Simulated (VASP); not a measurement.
**Si in VASP 6.6.1, single-point calculation**

INCAR

```
PREC = Accurate
ISMEAR = 0
NSW = 0
LWAVE = .FALSE.
GGA = PE
SIGMA = 0.005
LASPH = .TRUE.
EDIFF = 1E-7
LREAL = .FALSE.
ISIF = 2
NELM = 120
NBANDS = 11
IBRION = -1
ENCUT = 520
LCHARG = .FALSE.
```

KPOINTS

```
KPOINTS created by Atomic Simulation Environment
0
Gamma
8 8 8
0 0 0
```

POSCAR

```
Si
 1.0000000000000000
     0.0000000000000000    2.8310036514000001    2.8310036514000001
     2.8310036514000001    0.0000000000000000    2.8310036514000001
     2.8310036514000001    2.8310036514000001    0.0000000000000000
 Si
   2
Cartesian
  0.0000000000000000  0.0000000000000000  0.0000000000000000
  1.4155018257000000  1.4155018257000000  1.4155018257000000
```

The recommended PBE PAW datasets give the neutral cell 8 valence electrons.

Command

```
mpirun -np 1 vasp_std
```

OSZICAR

```
N       E                     dE             d eps       ncg     rms          rms(c)
DAV:   1     0.576046149499E+01    0.57605E+01   -0.29848E+03   638   0.547E+02
DAV:   2    -0.102481192348E+02   -0.16009E+02   -0.15032E+02   833   0.785E+01
DAV:   3    -0.108447805297E+02   -0.59666E+00   -0.59533E+00   808   0.127E+01
DAV:   4    -0.108496876490E+02   -0.49071E-02   -0.49064E-02   762   0.151E+00
DAV:   5    -0.108497456620E+02   -0.58013E-04   -0.58012E-04   807   0.152E-01    0.414E+00
DAV:   6    -0.107710394928E+02    0.78706E-01   -0.39001E-02   724   0.827E-01    0.250E+00
DAV:   7    -0.107310039031E+02    0.40036E-01   -0.85322E-02   721   0.133E+00    0.138E-01
DAV:   8    -0.107323903405E+02   -0.13864E-02   -0.45535E-03   722   0.348E-01    0.716E-02
DAV:   9    -0.107326377812E+02   -0.24744E-03   -0.26547E-04   799   0.934E-02    0.476E-02
DAV:  10    -0.107326560574E+02   -0.18276E-04   -0.16471E-05   736   0.239E-02    0.376E-03
DAV:  11    -0.107326573295E+02   -0.12722E-05   -0.19725E-06   783   0.717E-03    0.296E-03
DAV:  12    -0.107326574520E+02   -0.12250E-06   -0.46561E-07   728   0.417E-03    0.160E-03
DAV:  13    -0.107326575123E+02   -0.60236E-07   -0.40892E-09   465   0.446E-04
   1 F= -.10732658E+02 E0= -.10732658E+02  d E =-.361412E-26
```

From OUTCAR

```
k-points           NKPTS =     29   k-points in BZ     NKDIM =     29   number of bands    NBANDS=     11

   NELECT =       8.0000    total number of electrons

   dimension x,y,z NGX =    30 NGY =   30 NGZ =   30
   dimension x,y,z NGXF=    60 NGYF=   60 NGZF=   60

  energy-cutoff  :      520.00
  volume of cell :       45.38
      direct lattice vectors                 reciprocal lattice vectors
     0.000000000  2.831003651  2.831003651    -0.176615809  0.176615809  0.176615809
     2.831003651  0.000000000  2.831003651     0.176615809 -0.176615809  0.176615809
     2.831003651  2.831003651  0.000000000     0.176615809  0.176615809 -0.176615809

 k-points in reciprocal lattice and weights: KPOINTS created by Atomic Simulation Env
   0.00000000  0.00000000  0.00000000       0.002
   0.12500000  0.00000000  0.00000000       0.016
   0.25000000  0.00000000  0.00000000       0.016
   0.37500000  0.00000000  0.00000000       0.016
   0.50000000  0.00000000  0.00000000       0.008
   0.12500000  0.12500000  0.00000000       0.012
   0.25000000  0.12500000  0.00000000       0.047
   0.37500000  0.12500000  0.00000000       0.047
   ...

 E-fermi :   4.6669

 k-point     1 :       0.0000    0.0000    0.0000
  band No.  band energies     occupation
      1      -6.5118      2.00000
      2       4.6316      2.00000
      3       4.6316      2.00000
      4       4.6316      2.00000
      5       6.6257      0.00000
      6       7.1360      0.00000
      7       7.1360      0.00000
      8       7.1360      0.00000
      9      12.1181      0.00000
     10      12.2769      0.00000
     11      12.2769      0.00000

 k-point     2 :       0.1250    0.0000    0.0000
  band No.  band energies     occupation
      1      -6.3290      2.00000
      2       3.0405      2.00000
      3       4.3777      2.00000
      4       4.3777      2.00000
      5       6.6815      0.00000
      6       7.5111      0.00000
      7       7.5111      0.00000
      8       8.4036      0.00000
      9      11.8447      0.00000
     10      11.8447      0.00000
     11      12.8390      0.00000

 k-point     3 :       0.2500    0.0000    0.0000
  band No.  band energies     occupation
      1      -5.7981      2.00000
      2       0.9012      2.00000
      3       3.9515      2.00000
      4       3.9515      2.00000
      5       6.2167      0.00000
      6       8.0239      0.00000
      7       8.0239      0.00000
      8      10.5738      0.00000
      9      11.7710      0.00000
     10      11.7710      0.00000
     11      13.2528      0.00000

 k-point     4 :       0.3750    0.0000    0.0000
  band No.  band energies     occupation
      1      -5.0146      2.00000
      2      -0.9120      2.00000
      3       3.6485      2.00000
      4       3.6485      2.00000
      5       5.8621      0.00000
      6       8.0690      0.00000
      7       8.0690      0.00000
      8      12.1593      0.00000
      9      12.9581      0.00000
     10      12.9581      0.00000
     11      13.3692      0.00000

 k-point     5 :       0.5000    0.0000    0.0000
  band No.  band energies     occupation
      1      -4.4797      2.00000
      2      -1.7974      2.00000
      3       3.5437      2.00000
      4       3.5437      2.00000
      5       5.7367      0.00000
      6       8.0017      0.00000
      7       8.0017      0.00000
      8      12.1754      0.00000
      9      14.8586      0.00000
     10      14.8586      0.00000
     11      15.0057      0.00000

 ...

  Total       -2.0896381     -2.0896381     -2.0896381      0.0000000      0.0000000      0.0000000
  in kB      -73.7785956    -73.7785956    -73.7785956      0.0000000      0.0000000      0.0000000
  external PRESSURE =     -73.7785956 kB  Pullay stress =       0.0000000 kB

 POSITION                                       TOTAL-FORCE (eV/Angst)
 -----------------------------------------------------------------------------------
      0.00000      0.00000      0.00000         0.000000      0.000000      0.000000
      1.41550      1.41550      1.41550        -0.000000     -0.000000     -0.000000
 -----------------------------------------------------------------------------------
    total drift:                               -0.000000     -0.000000     -0.000000

  FREE ENERGIE OF THE ION-ELECTRON SYSTEM (eV)
  ---------------------------------------------------
  free  energy   TOTEN  =       -10.7326575123 eV

  energy  without entropy=      -10.7326575123  energy(sigma->0) =      -10.73265751
```

It converged. Results: gap between bands v and c on the k mesh 0.80 eV; least direct gap on the k mesh 1.99 eV; pressure -7.4 GPa. Band v is the last that the valence electrons fill when counted band by band, and c is the next.

For comparison, a separate PBE run of the intended cell, on usual settings and not on those above, gives a gap of 0.80 eV on its mesh and a pressure of -7.4 GPa.

The run above took about 19 s on one core of a shared host (Intel Xeon Platinum 8488C) and held 0.15 GiB at most.
